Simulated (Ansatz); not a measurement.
## Na (Im-3m)

These are results of DFT PBE, scalar-relativistic, plane waves, PAW (Ansatz 0.2.0), not measurements.

Cutoff 420 eV; k points 14×14×14 on the computed 1-atom cell (Γ-centred); Gaussian smearing, width 0.10 eV; no spin polarisation.

The structure is relaxed at this level of theory with its symmetry kept.

The structure is cubic, space group Im-3m (No. 229). Conventional cell: a = 4.190 Å, b = 4.190 Å, c = 4.190 Å, α = 90.00°, β = 90.00°, γ = 90.00°. Na (site symmetry m-3m) has 8 Na at 3.63 Å as nearest neighbours.

| Item | Value |
| --- | --- |
| Volume per atom | 36.78 Å³ |
| Formation energy from the elements' standard states (uncorrected) | 0.000 eV/atom |
| Kohn–Sham band gap | none (metal) |
| Density of states at the Fermi level | 0.47 states/eV per cell |
| Löwdin character within 0.5 eV of the Fermi level | Na 3s 83 %, unprojected 17 % |
| Bulk modulus | 7.8 GPa |
| Its pressure derivative | 3.7 |
| Bader charges (e) | Na (1 in the cell) 0.00 |